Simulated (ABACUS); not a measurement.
# Ge (P6_3/mmc) in ABACUS: reference runs

Aim: a first look at Ge with PBEsol, on the cell as given and on a disturbed one.

Everything below comes from runs of ABACUS 3.10.1. Logs are shortened: lines on timing, memory, paths and dates and some standing lists are left out, and cuts for length are marked.

**1. The crystal as given**

Symmetry: P6_3/mmc, No. 194, hexagonal system. Conventional cell: a = 3.998 Å, b = 3.998 Å, c = 6.599 Å, α = 90.00°, β = 90.00°, γ = 120.00°. Ge (site symmetry 3m) has 4 Ge at 2.45 to 2.47 Å as nearest neighbours.

This isn't the form of Ge at room conditions, which is diamond.

**2. Single point, PBEsol**

The input, INPUT:

```
INPUT_PARAMETERS
suffix              Ge
calculation         scf
basis_type          pw
pseudo_dir          ./
symmetry            1
dft_functional      pbesol
ecutwfc             79
pseudo_rcut         7
nspin               1
nbands              34
ks_solver           dav
smearing_method     fd
smearing_sigma      0.00367493
scf_thr             1e-08
scf_nmax            100
mixing_type         broyden
mixing_beta         0.7
cal_force           1
cal_stress          1
out_chg             1
out_pot             2
out_elf             1
```

The input, STRU:

```
ATOMIC_SPECIES
Ge 72.6300 Ge.upf

LATTICE_CONSTANT
1.8897261246

LATTICE_VECTORS
3.9975858431 0.0000000000 0.0000000000
-1.9987929216 3.4620108940 0.0000000000
0.0000000000 0.0000000000 6.5993779500

ATOMIC_POSITIONS
Direct

Ge
0.0
4
0.3333333333 0.6666666667 0.9370987500 1 1 1
0.6666666667 0.3333333333 0.4370987500 1 1 1
0.3333333333 0.6666666667 0.5629012500 1 1 1
0.6666666667 0.3333333333 0.0629012500 1 1 1
```

The input, KPT:

```
K_POINTS
0
Gamma
8 8 4 0 0 0
```

Potentials or basis: PseudoDojo NC SR 0.4.1 PBEsol standard, plane waves.

Started as:

```sh
$ OMP_NUM_THREADS=1 mpirun -np 4 abacus > log
```

running log:

```text
ABACUS v3.10.1

               Atomic-orbital Based Ab-initio Computation at UStc

 ------------------------------------------------------------------------------------

 READING GENERAL INFORMATION
                           global_out_dir = OUT.Ge/
                           global_in_card = INPUT
                               pseudo_dir = ./
                              orbital_dir =
                                    DSIZE = 4
                                    GSIZE = 1

 READING UNITCELL INFORMATION
                                    ntype = 1
                  lattice constant (Bohr) = 1.88973
              lattice constant (Angstrom) = 1

 READING ATOM TYPE 1
                               atom label = Ge
                      L=0, number of zeta = 1
                      L=1, number of zeta = 1
                      L=2, number of zeta = 1
             number of atom for this type = 4

                        TOTAL ATOM NUMBER = 4
DIRECT COORDINATES
    atom                   x                   y                   z     mag                  vx                  vy                  vz
taud_Ge1            0.3333333333        0.6666666667        0.9370987500  0.0000        0.0000000000        0.0000000000        0.0000000000
taud_Ge2            0.6666666667        0.3333333333        0.4370987500  0.0000        0.0000000000        0.0000000000        0.0000000000
taud_Ge3            0.3333333333        0.6666666667        0.5629012500  0.0000        0.0000000000        0.0000000000        0.0000000000
taud_Ge4            0.6666666667        0.3333333333        0.0629012500  0.0000        0.0000000000        0.0000000000        0.0000000000

                          Volume (Bohr^3) = 616.348
                             Volume (A^3) = 91.3332

 Lattice vectors: (Cartesian coordinate: in unit of a_0)
             +3.99759                  +0                  +0
             -1.99879            +3.46201                  +0
                   +0                  +0            +6.59938
 Reciprocal vectors: (Cartesian coordinate: in unit of 2 pi/a_0)
            +0.250151           +0.144425                  -0
                   -0           +0.288849                  -0
                   +0                  -0           +0.151529
 The esolver type has been set to : ksdft_pw

                PAO radial cut off (Bohr) = 7

 Read in pseudopotential file is Ge.upf
                     pseudopotential type = NC
          exchange-correlation functional = PBESOL
                 nonlocal core correction = 1
                        valence electrons = 14
                                     lmax = 2
                           number of zeta = 3
                     number of projectors = 6
                           L of projector = 0
                           L of projector = 0
                           L of projector = 1
                           L of projector = 1
                           L of projector = 2
                           L of projector = 2
     initial pseudo atomic orbital number = 36

 SETUP THE ELECTRONS NUMBER
            electron number of element Ge = 14
      total electron number of element Ge = 56
            AUTOSET number of electrons:  = 56
                           occupied bands = 28
                                   NBANDS = 34
                                   NLOCAL = 36

%%%%%%%%%%%%%%%%%%%%%%%%%%%%%%%%%%%%%%%%%%%%%%%%%%%%%%%%%%%%%%%%%%%%%%%%%%%%%%%%%%%%%%%%%%%%%%%%%%%%%%%%%%
 Warning: the number of valence electrons in pseudopotential > 4 for Ge: [Ar] 3d10 4s2 4p2
 Pseudopotentials with additional electrons can yield (more) accurate outcomes, but may be less efficient.
 If you're confident that your chosen pseudopotential is appropriate, you can safely ignore this warning.
%%%%%%%%%%%%%%%%%%%%%%%%%%%%%%%%%%%%%%%%%%%%%%%%%%%%%%%%%%%%%%%%%%%%%%%%%%%%%%%%%%%%%%%%%%%%%%%%%%%%%%%%%%

 SETUP THE PLANE WAVE BASIS
 energy cutoff for charge/potential (unit:Ry) = 316
            fft grid for charge/potential = [ 45, 45, 72 ]
                        fft grid division = [ 1, 1, 1 ]
        big fft grid for charge/potential = [ 45, 45, 72 ]
                                     nbxx = 36450
                                     nrxx = 36450

 SETUP PLANE WAVES FOR CHARGE/POTENTIAL
                    number of plane waves = 58403
                         number of sticks = 1237

 PARALLEL PW FOR CHARGE/POTENTIAL
     PROC   COLUMNS(POT)             PW
        1            309          14599
        2            309          14599
        3            310          14606
        4            309          14599
 --------------- sum -------------------
        4           1237          58403
                            number of |g| = 2588
                                  max |g| = 28.5715
                                  min |g| = 0
[... 51 lines left out ...]
                                       S6 = 2
               POINT GROUP IN SPACE GROUP = D_6h

 SETUP K-POINTS
                                    nspin = 1
                   Input type of k points = Monkhorst-Pack(Gamma)
                                   nkstot = 256
                       right hand lattice = 1
(for reciprocal lattice: )
                             BRAVAIS TYPE = 4
                     BRAVAIS LATTICE NAME = 04. Hexagonal cell
                                    ibrav = 4
                       right hand lattice = 1
(for k-lattice: )
                             BRAVAIS TYPE = 4
                     BRAVAIS LATTICE NAME = 04. Hexagonal cell
                                    ibrav = 4
                       right hand lattice = 1
                        ROTATION MATRICES = 24
                               nkstot_ibz = 30
K-POINTS REDUCTION ACCORDING TO SYMMETRY
     IBZ    DIRECT_X    DIRECT_Y    DIRECT_Z  WEIGHT  ibz2bz
       1  0.00000000  0.00000000  0.00000000  0.0039       0
       2 -0.12500000  0.12500000  0.00000000  0.0234       1
       3 -0.25000000  0.25000000  0.00000000  0.0234       2
       4 -0.37500000  0.37500000  0.00000000  0.0234       3
       5  0.50000000  0.50000000  0.00000000  0.0117       4
       6 -0.12500000  0.25000000  0.00000000  0.0234       9
[... 22 lines left out ...]
      29  0.50000000  0.25000000  0.50000000  0.0234     146
      30  0.37500000  0.37500000  0.50000000  0.0234     147

                               nkstot now = 30
[... K-POINTS DIRECT COORDINATES: 30 rows ...]

           k-point number in this process = 30
       minimum distributed K point number = 30
[... stars of the k points ...]

[... K-POINTS CARTESIAN COORDINATES: 30 rows ...]

[... K-POINTS DIRECT COORDINATES: 30 rows ...]

 SETUP PLANE WAVES FOR WAVE FUNCTIONS
     energy cutoff for wavefunc (unit:Ry) = 79
              fft grid for wave functions = [ 45, 45, 72 ]
                    number of plane waves = 9681
                         number of sticks = 379

 PARALLEL PW FOR WAVE FUNCTIONS
     PROC   COLUMNS(POT)             PW
        1             94           2420
        2             93           2421
        3             98           2420
        4             94           2420
 --------------- sum -------------------
        4            379           9681

 SETUP NONLOCAL PSEUDOPOTENTIALS IN PLANE WAVE BASIS
 Ge non-local projectors:
 projector 1 L=0
 projector 2 L=0
 projector 3 L=1
 projector 4 L=1
 projector 5 L=2
 projector 6 L=2
      TOTAL NUMBER OF NONLOCAL PROJECTORS = 72

 Init Non-Local PseudoPotential table :
 Init Non-Local-Pseudopotential done.

                                     npwx = 1844

 Make real space PAO into reciprocal space.
       max mesh points in Pseudopotential = 701
     dq(describe PAO in reciprocal space) = 0.01
                                    max q = 1071

 number of pseudo atomic orbitals for Ge is 3
WARNING: norm of atomic wavefunction # 2 of atomic type Ge is 0.999922, renormalized
WARNING: norm of atomic wavefunction # 3 of atomic type Ge is 0.995552, renormalized

 -------------------------------------------
 SELF-CONSISTENT
 -------------------------------------------
                                 init_chg = atomic

 PW ALGORITHM --------------- ION=   1  ELEC=   1--------------------------------
 Notice: Threshold on eigenvalues was too large.
 hsover_error=0.56 > DRHO=0.0639509
 Origin diag ethr = 0.01
 New diag ethr = 0.000114198

 Density error is 0.0649569051106
                          Error Threshold = 0.00011419803158
----------------------------------------------------------
     Energy           Rydberg                 eV
----------------------------------------------------------
 E_KohnSham     -713.6073631044      -9709.1262729744
 E_Harris       -713.5571077584      -9708.4425139148
 E_Fermi        0.6681868836         9.0911489454
----------------------------------------------------------
[... 75 lines left out ...]
 Density error is 2.55642678491e-10
                          Error Threshold = 1.33202216708e-10
----------------------------------------------------------
     Energy           Rydberg                 eV
----------------------------------------------------------
 E_KohnSham     -713.6086938324      -9709.1443784574
 E_KS(sigma->0) -713.6086457594      -9709.1437243918
 E_Harris       -713.6085474324      -9709.1423865837
 E_band         -41.0223552587       -558.1377768985
 E_one_elec     -369.9097621194      -5032.8805106489
 E_Hartree      222.3966569957       3025.8617512935
 E_xc           -172.7509183558      -2350.3968243713
 E_Ewald        -393.3445742070      -5351.7274865993
 E_entropy(-TS) -0.0000961458        -0.0013081313
 E_descf        0.0000000000         0.0000000000
 E_exx          0.0000000000         0.0000000000
 E_Fermi        0.6862167990         9.3364585293
----------------------------------------------------------

 charge density convergence is achieved
 final etot is -9709.1443785 eV
 EFERMI = 9.3364585293 eV
The vacuum level is 10.770429983 eV

 STATE ENERGY(eV) AND OCCUPATIONS    NSPIN == 1
 1/30 kpoint (Cartesian) = 0.0000 0.0000 0.0000 (1844 pws)
       1       -15.5837     0.00781250
       2       -15.5837     0.00781250
       3       -15.5458     0.00781250
       4       -15.5456     0.00781250
       5       -15.5456     0.00781250
       6       -15.5328     0.00781250
[... 206 lines left out ...]
      33        13.2464    5.12505e-36
      34        13.8937    1.22312e-41

[... levels at 24 further k points ...]

------------------------------------------------------------------------------------------
 TOTAL-FORCE (eV/Angstrom)
------------------------------------------------------------------------------------------
                       Ge1         0.0000000000         0.0000000000        -0.0032517178
                       Ge2         0.0000000000         0.0000000000        -0.0032517178
                       Ge3         0.0000000000         0.0000000000         0.0032517178
                       Ge4         0.0000000000         0.0000000000         0.0032517178
------------------------------------------------------------------------------------------

----------------------------------------------------------------
 TOTAL-STRESS (KBAR)
----------------------------------------------------------------
         0.7991094970         0.0000000000         0.0000000000
         0.0000000000         0.7991094970         0.0000000000
         0.0000000000         0.0000000000        -2.3247522281
----------------------------------------------------------------
 TOTAL-PRESSURE: -0.242178 KBAR

 --------------------------------------------
 !FINAL_ETOT_IS -9709.1443784574476012 eV
 --------------------------------------------
```

It took 39 s on 4 MPI ranks of AMD EPYC 7R43 (Zen 3), shared host; peak memory 0.4 GiB.

What came out:

```yaml
Free_energy: -9709.1444 eV
Pressure: 0.0 GPa
Largest_force: 0.003 eV/Å
Band_gap_on_the_k_mesh: 0.11 eV, indirect (least direct gap 0.17 eV)
```

Forces in eV/Å, atoms in the order of the input:
```
Ge   0.000  0.000 -0.003
Ge   0.000  0.000 -0.003
Ge   0.000  0.000  0.003
Ge   0.000  0.000  0.003
```

A k mesh can miss the band edges. As with any semilocal functional, this PBEsol gap is likely too small.

[end of part 1 of 2]
